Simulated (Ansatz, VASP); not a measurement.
# Cross-check of GaSb between VASP and Ansatz

Wanted: the spread between two codes on one cell, functional and k mesh. The cell is taken from a series of VASP runs on this material, whose earlier steps may have relaxed, scaled or displaced it; both programs get it as it stands.

Method: plane waves, with VASP 6.6.1 beside it; zone-centre phonons at r2SCAN and relaxation of cell and atoms at r2SCAN with rVV10, in Ansatz 0.2.0.

**1. The starting structure**

Symmetry: F-43m, No. 216, cubic system. Conventional cell: a = 6.133 Å, b = 6.133 Å, c = 6.133 Å, α = 90.00°, β = 90.00°, γ = 90.00°. Sb has 4 Ga at 2.66 Å nearest. Nearest to Ga lie 4 Sb at 2.66 Å. Farther neighbours are not listed.

**2. Ansatz: zone-centre phonons, r2SCAN**

Ansatz runs on its default PAW (the set named soft_2) files.

Second derivatives magnify differences that forces hide, and they need a tight electronic threshold.

File input.yaml:

```yaml
crystal:
  lattice:
    - [0.0, 3.0666107404, 3.0666107404]
    - [3.0666107404, 0.0, 3.0666107404]
    - [3.0666107404, 3.0666107404, 0.0]
  atoms:
    - { symbol: Sb, position: [0.25, 0.25, 0.25] }
    - { symbol: Ga, position: [0.0, 0.0, 0.0] }
hamiltonian:
  xc: r2scan
  pseudopotentials: { kind: paw }
kpoints:
  mp_grid: { grid: [10, 10, 10] }
scf:
  occupations: { method: gaussian, width: 0.03 }
phonons:
  method: dfpt
  qpoints: [[0, 0, 0]]
```

The run is started by

```console
> ansatz run input.yaml --threads 4 --pin off --max-ram 9216MiB --backend cpu --events-out ev --progress --plain --runs-dir out
```

Numbers of over 12 decimals in the logs are rounded to 6 here.

The program printed:

```text
Engine: ansatz 0.2.0, aarch64-unknown-linux-gnu
Pseudopotentials: kind: paw
Pseudopotential: Sb, paw, valence charge 15, recommended cutoff 500 eV (meta_gga), Sb.paw.azcp
Pseudopotential: Ga, paw, valence charge 13, recommended cutoff 500 eV (meta_gga), Ga.paw.azcp
Functional definition: r2SCAN
  parameter k0 = 0.174
  parameter k1 = 0.065
  parameter a1 = 4.9479
  exchange = r2scan_x(k0 = k0, k1 = k1, a1 = a1)
  correlation = r2scan_c
Crystal: 2 atoms, lattice volume = 57.677 Å³
Basis set: ecut = 500 eV, 1459 PW (Γ), exchange–correlation on 160×160×160 points (125 copies of the dense FFT grid, shifted against one another)
Bands: 18, of which v1, the nominal top of the filled ones, is band 14 counted from 1 (13 counted from 0)
Symmetry: 24 space group operations
k-points: 171 of 1000 (irreducible under 4 space group operations, time reversal used)
Non-local potential: Sb, projectors of the file, l = 0: 2, l = 1: 2, l = 2: 2, l = 3: 2
Non-local potential: Ga, projectors of the file, l = 0: 2, l = 1: 2, l = 2: 3, l = 3: 1
PAW form: soft (Blöchl's): semilocal exchange-correlation on the pseudo side does not see the compensation charge
PAW frozen core: Sb, regenerated for the run's functional (the file was generated under x = pbe(κ = 0.804, μ = 0.219515), c = pbe(β = 0.066725))
PAW frozen core: Ga, regenerated for the run's functional (the file was generated under x = pbe(κ = 0.804, μ = 0.219515), c = pbe(β = 0.066725))
PAW one-centre angular grid: Sb, 590 points (default); XC on 160 Gauss nodes
PAW one-centre angular grid: Ga, 590 points (default); XC on 160 Gauss nodes
Initial density: superposition of atomic densities (neutral atoms: chi_scale 0, normalization atom), corrected by the library's trained network
Initial wavefunctions: pseudopotential atomic-orbital guess
Functional: x = r2scan, c = r2scan; τ floored in thin density (d = 2e-4 eV/Å³)
SCF iter   1: F=—  HF=-10289.857476 eV  |F-HF|=—  |Δ(HF+E_count)|=         —  Δρ=7.61e-3  dr2=1.46e-2  dr2_τ=3.13e-3  ethr=1.77e-3  ⟨swp⟩=6.1  Hψ=16336  notcnv=0
preconditioner: auto → none  [insulator: Δε(μ)=0.335 eV  Ē_g=15.354 eV  σ=0.030 eV  W_gap=1.00  n_scr=14 (ndim 8)  ℏωp=20.7 eV  f_vac=0.096  D(μ)=0.00/eV (n_scr^D=0)  ε∞_Penn≈2.8]
SCF iter   2: F=—  HF=-10289.865155 eV  |F-HF|=—  |Δ(HF+E_count)|=   7.68e-3  Δρ=1.99e-3  dr2=1.96e-3  dr2_τ=3.80e-5  ethr=5.23e-5  ⟨swp⟩=2.8  Hψ=6852  notcnv=0
SCF iter   3: F=—  HF=-10289.864497 eV  |F-HF|=—  |Δ(HF+E_count)|=   6.58e-4  Δρ=1.60e-3  dr2=4.93e-4  dr2_τ=6.97e-6  ethr=7.01e-6  ⟨swp⟩=2.0  Hψ=5297  notcnv=0
SCF iter   4: F=—  HF=-10289.864717 eV  |F-HF|=—  |Δ(HF+E_count)|=   2.20e-4  Δρ=2.66e-4  dr2=1.46e-5  dr2_τ=5.49e-7  ethr=1.76e-6  ⟨swp⟩=2.8  Hψ=3813  notcnv=0
SCF iter   5: F=—  HF=-10289.864713 eV  |F-HF|=—  |Δ(HF+E_count)|=   3.32e-6  Δρ=2.59e-5  dr2=5.26e-7  dr2_τ=4.92e-9  ethr=5.21e-8  ⟨swp⟩=2.8  Hψ=5318  notcnv=0
SCF iter   6: F=—  HF=-10289.864715 eV  |F-HF|=—  |Δ(HF+E_count)|=   2.04e-6  Δρ=6.61e-6  dr2=1.47e-8  dr2_τ=4.01e-10  ethr=1.88e-9  ⟨swp⟩=2.4  Hψ=4163  notcnv=0
SCF iter   7: F=—  HF=-10289.864715 eV  |F-HF|=—  |Δ(HF+E_count)|=   9.03e-9  Δρ=1.85e-6  dr2=1.13e-9  dr2_τ=3.27e-11  ethr=5.25e-11  ⟨swp⟩=2.0  Hψ=5472  notcnv=0
SCF iter   8: F=—  HF=-10289.864715 eV  |F-HF|=—  |Δ(HF+E_count)|=   1.77e-9  Δρ=1.51e-7  dr2=2.17e-11  dr2_τ=1.13e-13  ethr=4.05e-12  ⟨swp⟩=2.0  Hψ=4617  notcnv=0
SCF iter   9: F=-10289.864715 eV  HF=-10289.864715 eV  |F-HF|=1.82e-12  |Δ(HF+E_count)|=  1.09e-11  Δρ=2.09e-8  dr2=1.89e-13  dr2_τ=4.41e-15  ethr=1.00e-12  ⟨swp⟩=6.3  Hψ=14253  notcnv=0
SCF 1 converged in 9 iterations: F = -10289.864715 eV  dr2 = 1.89e-13
  greatest PAW one-centre occupation: 0.993 electrons in one spin orbital (limit 2), on the Ga atom at site 1 (counted from 0), in its partial waves of l = 2
DFPT response loops at Γ: preconditioner auto → none (the input reference at scf.mixing.eps_inf says where Resta's filter doesn't serve); β = 0.50; Broyden in place of MSR1
SCF converged after 9 iterations
Free energy (F): -10289.864715 eV
Harris-Foulkes:  -10289.864715 eV  (|F-HF|=1.82e-12)
Internal energy: -10289.864715 eV  (E = F + TS)
E sigma→0 (E₀):  -10289.864715 eV
Fermi energy:    7.627742 eV
--- Per-component energies (eV) ---
  E_band       = -281.927298
  E_kinetic    = 321.355283
  E_local      = -3926.872946  (includes V_loc(G=0)·N_el)
  E_nonlocal   = 790.218074
  E_hartree    = 1809.032373
  E_xc         = -189.223360
  E_vxc        = -161.620876  (∫ρ·V_xc dr)
  E_paw        = -6606.497360  (= ΣΔE_a)
  E_vpaw       = -933.135272  (= ΣTr[D̂ρ^β])
  E_aug_tail   = -0.000037  (compensation charges beyond the density's cutoff)
  E_vtau       = 10.063722  (kinetic-family band-sum trace: ∫τ·v_τ [+ j·A + Jᵃ·Aᵃ] dr)
  E_ewald      = -2487.729708
  E_core_change = -0.147033  (= ΣΔE_core)
  E_smearing   = -0.000000  (= −TS)
  E_closure    = -0.000000  (closes the sum)
  Σ components = -10289.864715   (vs F -10289.864715, Δ=0.00e0)
--- Band table (eV; the first three rows and the last of 171) ---
  k-point 0: bands = [... 10 lower, -4.4500, 7.4220, 7.4220, 7.4220, 7.8311, 10.4174, 10.4174, 10.4174]
  k-point 1: bands = [... 10 lower, -4.3423, 5.9046, 7.2457, 7.2457, 8.6718, 10.6620, 10.6620, 10.8658]
  k-point 2: bands = [... 10 lower, -4.0290, 4.1597, 6.8800, 6.8800, 8.6431, 11.1377, 11.1377, 12.2345]
  k-point 170: bands = [... 10 lower, -1.9607, 0.6872, 3.8266, 4.6098, 10.9587, 11.6691, 12.6835, 13.1945]
--- Phonons (Γ-DFPT): 2 representative perturbations + reference, on 171 of 1000 k-points (Σ response iterations 12) ---
  k mesh reduced under 4 symmetry operations, with k and −k counted as one. Each operation leaves every solved perturbation unchanged. A smaller set is not considered because the functional reads the kinetic-energy density
  ASR residual: 2.203e-5 → 0.000e0 eV/Å²; symmetrization residual: 6.190e-5 eV/Å²
  ASR residual per site (eV/Å²): 1.46e-5 2.20e-5
  Γ frequencies (cm⁻¹): 0.00 0.00 0.00 223.11 223.11 223.11
  non-analytic LO–TO correction: not included (Born effective charges unavailable; polar crystals: no LO–TO splitting at Γ)
--- Phonons (arbitrary-q DFPT): 1 explicit q-point ---
  q = [0, 0, 0] (of the zone-centre solve; hermiticity 1.53e-5, symmetrization 2.97e-13): 0.00 0.00 0.00 223.11 223.11 223.11
  sum rule: each row above includes the acoustic sum rule's correction from the zone centre's row sums; it moved no ω² by more than (0.29 cm⁻¹)²
```

Elapsed: 44 s, on 4 threads of Arm Neoverse V2, shared host; peak memory 1.7 GiB.

**3. VASP: zone-centre phonons, r2SCAN**

The same cell, functional, mesh and smearing now go to VASP, with its own data sets and cutoff.

Lines of VASP's logs that name or quote its potential files are left out, and so is its time.

File INCAR:

```
SYSTEM = GaSb
PREC = Accurate
ENCUT = 450
EDIFF = 1E-08
NELM = 100
ISMEAR = 0
SIGMA = 0.03
LREAL = .FALSE.
ALGO = Normal
METAGGA = R2SCAN
LASPH = .TRUE.
NBANDS = 15
LORBIT = 11
LWAVE = .FALSE.
LCHARG = .FALSE.
KPAR = 4
IBRION = 6
NFREE = 2
POTIM = 0.015
NSW = 1
ISIF = 2
```

File POSCAR:

```
GaSb
1.0
    0.0000000000      3.0666107404      3.0666107404
    3.0666107404      0.0000000000      3.0666107404
    3.0666107404      3.0666107404      0.0000000000
Sb Ga
1 1
Direct
    0.2500000000      0.2500000000      0.2500000000
    0.0000000000      0.0000000000      0.0000000000
```

File KPOINTS:

```
Automatic mesh
0
Gamma
10 10 10
0 0 0
```

PAW data sets: Sb and Ga_d (PBE family, release 64).

The run is started by

```console
> mpirun -np 4 vasp_std
```

The program printed:

```text
[banner, memory and clock lines left out]
running    4 mpi-ranks, on    1 nodes
 distrk:  each k-point on    1 cores,    4 groups
 distr:  one band on    1 cores,    1 groups

 POSCAR found type information on POSCAR SbGa
 POSCAR found :  2 types and       2 ions
|                                                                             |
|               ----> ADVICE to this user running VASP <----                  |
|                                                                             |
|     You enforced a specific xc type in the INCAR file but a different       |
|     [... a line on the potential file left out ...]
|     I HOPE YOU KNOW WHAT YOU ARE DOING!                                     |
|                                                                             |

 LDA part: xc-table for (None), standard interpolation
 POSCAR, INCAR and KPOINTS ok, starting setup
 FFT: planning ... GRIDC
 FFT: planning ... GRID_SOFT
 FFT: planning ... GRID
 WAVECAR not read
 entering main loop
       N       E                     dE             d eps       ncg     rms          rms(c)
DAV:   1     0.474110723998E+02    0.47411E+02   -0.83702E+03  1426   0.138E+03
DAV:   2    -0.332616069028E+02   -0.80673E+02   -0.78191E+02  1585   0.297E+02
DAV:   3    -0.393326722183E+02   -0.60711E+01   -0.60383E+01  1739   0.672E+01
DAV:   4    -0.394363713553E+02   -0.10370E+00   -0.10368E+00  1664   0.986E+00
DAV:   5    -0.394388874238E+02   -0.25161E-02   -0.25160E-02  1907   0.138E+00    0.289E+00
DAV:   6    -0.376036618967E+02    0.18352E+01   -0.33600E-01  1571   0.896E+00    0.200E+00
DAV:   7    -0.376040102648E+02   -0.34837E-03   -0.75221E-02  1697   0.318E+00    0.542E-01
DAV:   8    -0.376049512281E+02   -0.94096E-03   -0.61807E-03  1732   0.986E-01    0.175E-01
DAV:   9    -0.376047433090E+02    0.20792E-03   -0.56640E-03  1781   0.124E+00    0.624E-02
DAV:  10    -0.376045469137E+02    0.19640E-03   -0.51118E-04  1844   0.381E-01    0.263E-02
DAV:  11    -0.376045270649E+02    0.19849E-04   -0.11868E-04  1914   0.182E-01    0.658E-03
DAV:  12    -0.376045275617E+02   -0.49683E-06   -0.17226E-05  1718   0.642E-02    0.669E-03
DAV:  13    -0.376045240226E+02    0.35391E-05   -0.77455E-06  1851   0.520E-02    0.846E-04
DAV:  14    -0.376045242477E+02   -0.22517E-06   -0.49371E-07  2192   0.694E-03    0.440E-04
DAV:  15    -0.376045246029E+02   -0.35519E-06   -0.30294E-08  1794   0.268E-03    0.252E-04
DAV:  16    -0.376045246259E+02   -0.22979E-07   -0.14363E-08  1020   0.225E-03    0.359E-05
DAV:  17    -0.376045246175E+02    0.83919E-08   -0.66748E-10   929   0.291E-04
   1 F= -.37604525E+02 E0= -.37604525E+02  d E =-.105831E-12
[...]
2 F= -.37603595E+02 E0= -.37603595E+02  d E =-.452471E-17
[...]
3 F= -.37603596E+02 E0= -.37603596E+02  d E =-.449326E-17
[...]
4 F= -.37603535E+02 E0= -.37603535E+02  d E =-.462896E-17
 Finite differences progress:
  Degree of freedom:   2/  2
  Displacement:        1/  2
  Total:               3/  4
 bond charge predicted
       N       E                     dE             d eps       ncg     rms          rms(c)
DAV:   1    -0.375950522769E+02    0.84824E-02   -0.21177E+00  5207   0.981E+00    0.765E-02
DAV:   2    -0.376034111073E+02   -0.83588E-02   -0.39385E-02  6965   0.163E+00    0.464E-02
DAV:   3    -0.376034779653E+02   -0.66858E-04   -0.53408E-04  6481   0.188E-01    0.343E-02
DAV:   4    -0.376035268849E+02   -0.48920E-04   -0.10598E-04  6272   0.971E-02    0.636E-03
DAV:   5    -0.376035310781E+02   -0.41932E-05   -0.11504E-05  6166   0.288E-02    0.382E-03
DAV:   6    -0.376035316200E+02   -0.54185E-06   -0.14240E-06  6279   0.934E-03    0.624E-04
DAV:   7    -0.376035315944E+02    0.25515E-07   -0.13444E-07  6383   0.334E-03    0.291E-04
DAV:   8    -0.376035315925E+02    0.19345E-08   -0.25871E-08  6501   0.110E-03
   5 F= -.37603532E+02 E0= -.37603532E+02  d E =-.465724E-17
 Finite differences progress:
  Degree of freedom:   2/  2
  Displacement:        2/  2
  Total:               4/  4
```

OUTCAR, selected parts (step 3):

```text
ion  position               nearest neighbor table
   1  0.250  0.250  0.250-   2 2.66   2 2.66   2 2.66   2 2.66
   2  0.000  0.000  0.000-   1 2.66   1 2.66   1 2.66   1 2.66

  LATTYP: Found a face centered cubic cell.
 ALAT       =     6.1332214808

 Subroutine GETGRP returns: Found 24 space group operations
 (whereof 24 operations were pure point group operations)

The static configuration has the point symmetry T_d .

 Found     47 irreducible k-points:

   k-points           NKPTS =     47   k-points in BZ     NKDIM =     47   number of bands    NBANDS=     15

   dimension x,y,z NGX =    30 NGY =   30 NGZ =   30
   dimension x,y,z NGXF=    60 NGYF=   60 NGZF=   60

   ENCUT  =  450.0 eV  33.07 Ry    5.75 a.u.   7.50  7.50  7.50*2*pi/ulx,y,z

   NELECT =      18.0000    total number of electrons

 k-points in reciprocal lattice and weights: Automatic mesh
   0.00000000  0.00000000  0.00000000       0.001
   0.10000000  0.00000000  0.00000000       0.008
   0.20000000  0.00000000  0.00000000       0.008
   0.30000000  0.00000000  0.00000000       0.008
   0.40000000  0.00000000  0.00000000       0.008
   0.50000000  0.00000000  0.00000000       0.004
   0.10000000  0.10000000  0.00000000       0.006
   0.20000000  0.10000000  0.00000000       0.024
   0.30000000  0.10000000  0.00000000       0.024
[...]
-0.30000000  0.40000000  0.20000000       0.024
  -0.30000000  0.50000000  0.20000000       0.012

 average (electrostatic) potential at core
       1 -92.8501       2 -70.6068

 E-fermi :   4.8396

 k-point     1 :       0.0000    0.0000    0.0000
  band No.  band energies     occupation
    ...
      5     -10.8189      2.00000
      6      -7.2705      2.00000
      7       4.5605      2.00000
      8       4.6083      2.00000
      9       4.6548      2.00000
     10       5.0010      0.00000
     11       7.5565      0.00000
     12       7.5910      0.00000
     13       7.6271      0.00000
     14      10.9516      0.00000
    ...

 k-point     2 :       0.1000    0.0000    0.0000
  band No.  band energies     occupation
    ...
      5     -10.8191      2.00000
      6      -7.1633      2.00000
      7       3.1053      2.00000
      8       4.3874      2.00000
      9       4.4486      2.00000
     10       5.8391      0.00000
     11       7.8171      0.00000
     12       7.8687      0.00000
     13       8.0358      0.00000
     14      11.5086      0.00000
    ...

 k-point     3 :       0.2000    0.0000    0.0000
  band No.  band energies     occupation
    ...
      5     -10.8193      2.00000
      6      -6.8512      2.00000
      7       1.3589      2.00000
      8       4.0262      2.00000
      9       4.0849      2.00000
     10       5.7976      0.00000
     11       8.2793      0.00000
     12       8.3413      0.00000
     13       9.4132      0.00000
     14      12.3529      0.00000
    ...

  Total        0.0015188      0.0076236      0.0076236      0.0000000     -0.1031712      0.0000000
  in kB        0.0421886      0.2117692      0.2117692      0.0000000     -2.8659125      0.0000000
  external PRESSURE =       0.1552423 kB  Pullay stress =       0.0000000 kB

  energy-cutoff  :      450.00
  volume of cell :       57.68
      direct lattice vectors                 reciprocal lattice vectors
     0.000000000  3.066610740  3.066610740    -0.163046452  0.163046452  0.163046452
     3.066610740  0.000000000  3.066610740     0.163046452 -0.163046452  0.163046452
     3.066610740  3.066610740  0.000000000     0.163046452  0.163046452 -0.163046452

 POSITION                                       TOTAL-FORCE (eV/Angst)
 -----------------------------------------------------------------------------------
      1.53331      1.53331      1.53331        -0.127191      0.000000      0.000000
     -0.01500      0.00000      0.00000         0.127191     -0.000000     -0.000000
 -----------------------------------------------------------------------------------
    total drift:                                0.007664     -0.000010     -0.000010

  FREE ENERGIE OF THE ION-ELECTRON SYSTEM (eV)
  ---------------------------------------------------
  free  energy   TOTEN  =       -37.6035315925 eV

  energy  without entropy=      -37.6035315925  energy(sigma->0) =      -37.60353159

 Eigenvectors and eigenvalues of the dynamical matrix
 ----------------------------------------------------

   1 f  =    6.796839 THz    42.705802 2PiTHz  226.718160 cm-1    28.109457 meV
             X         Y         Z           dx          dy          dz
      1.533305  1.533305  1.533305     0.564386   -0.197335   -0.010807
      0.000000  0.000000  0.000000    -0.756467    0.264495    0.014486

   2 f  =    6.796839 THz    42.705802 2PiTHz  226.718160 cm-1    28.109457 meV
             X         Y         Z           dx          dy          dz
      1.533305  1.533305  1.533305    -0.197511   -0.562065   -0.051588
      0.000000  0.000000  0.000000     0.264732    0.753357    0.069145

   3 f  =    6.796839 THz    42.705802 2PiTHz  226.718160 cm-1    28.109457 meV
             X         Y         Z           dx          dy          dz
      1.533305  1.533305  1.533305     0.006866    0.052259   -0.595660
      0.000000  0.000000  0.000000    -0.009202   -0.070044    0.798386

   4 f/i=    0.046356 THz     0.291264 2PiTHz    1.546272 cm-1     0.191713 meV
             X         Y         Z           dx          dy          dz
      1.533305  1.533305  1.533305    -0.185176    0.464800   -0.626164
      0.000000  0.000000  0.000000    -0.138156    0.346778   -0.467169

   5 f/i=    0.046356 THz     0.291264 2PiTHz    1.546272 cm-1     0.191713 meV
             X         Y         Z           dx          dy          dz
      1.533305  1.533305  1.533305     0.185176   -0.598959   -0.499368
      0.000000  0.000000  0.000000     0.138156   -0.446872   -0.372569

   6 f/i=    0.046356 THz     0.291264 2PiTHz    1.546272 cm-1     0.191713 meV
             X         Y         Z           dx          dy          dz
      1.533305  1.533305  1.533305     0.757516    0.260038   -0.030996
      0.000000  0.000000  0.000000     0.565168    0.194009   -0.023125

 ELASTIC MODULI CONTR FROM IONIC RELAXATION (kBar)
 Direction    XX          YY          ZZ          XY          YZ          ZX
 --------------------------------------------------------------------------------
 XX          -0.0000      0.0000      0.0000     -0.0000      0.0000      0.0000
 YY           0.0000     -0.0000      0.0000     -0.0000     -0.0000     -0.0000
 ZZ           0.0000      0.0000     -0.0000      0.0000     -0.0000      0.0000
 XY          -0.0000     -0.0000      0.0000   -157.6955      0.0000      0.0000
 YZ           0.0000     -0.0000     -0.0000      0.0000   -157.6955      0.0000
 ZX           0.0000     -0.0000      0.0000      0.0000      0.0000   -157.6955
 --------------------------------------------------------------------------------

 total charge
# of ion       s       p       d       tot
------------------------------------------
    1        1.105   1.353   0.028   2.487
    2        0.875   0.762   9.964  11.601
--------------------------------------------------
tot          1.980   2.115   9.993  14.088

[... 3 further parts left out ...]
```

CONTCAR:

```
GaSb
   1.00000000000000
     0.0000000000000000    3.0666107403999998    3.0666107403999998
     3.0666107403999998    0.0000000000000000    3.0666107403999998
     3.0666107403999998    3.0666107403999998    0.0000000000000000
  Sb              Ga
     1     1
Direct
     0.2500000000000000    0.2500000000000000    0.2500000000000000
     0.0024456967756598   -0.0024456967756598   -0.0024456967756598
```

**4. Differences**

Known differences besides the potentials themselves: VASP keeps PBE cores, Ansatz makes them for the functional; the data sets hold 28 valence electrons in Ansatz (default PAW (the set named soft_2) files) and 18 in VASP; the cutoff is 500 eV in Ansatz and 450 eV in VASP; VASP uses finite displacements, Ansatz perturbation theory. Total energies have different zeros and are not compared.

Compared:

| quantity | Ansatz | VASP | difference |
| --- | --- | --- | --- |
| optical mode 1 to 3 (cm⁻¹) | 223.1 | 226.7 | -1.59 % |

Modes are paired by rising frequency and degeneracy, not by their patterns, so a pair may still set unlike modes beside each other.

**5. Other set-ups**

Further runs change the set-up of one program: Ansatz's method, potentials or start, or VASP's data sets, cutoff or form of LDA. The table gives Ansatz less VASP for each quantity, since a change that brings one quantity closer may part another.

| run | optical mode 1 to 3 (%) |
| --- | --- |
| as above | -1.6 |
| Ansatz's all-electron LAPW method | -1.6 |

(Part 1 of 2 ends here.)

[Lines on the potential files, build, host, timing and source positions are cut from VASP's logs without a mark.]

[Logs are printed without paths, hosts, clocks, repeated set-up lines and the standing remarks that a program may print on its own settings, such as how far it seeks lower states.]

[Hosts, paths, dates, database ids (printed as entryN), source tags and the programs' standing remarks are cut or masked in the printed files.]
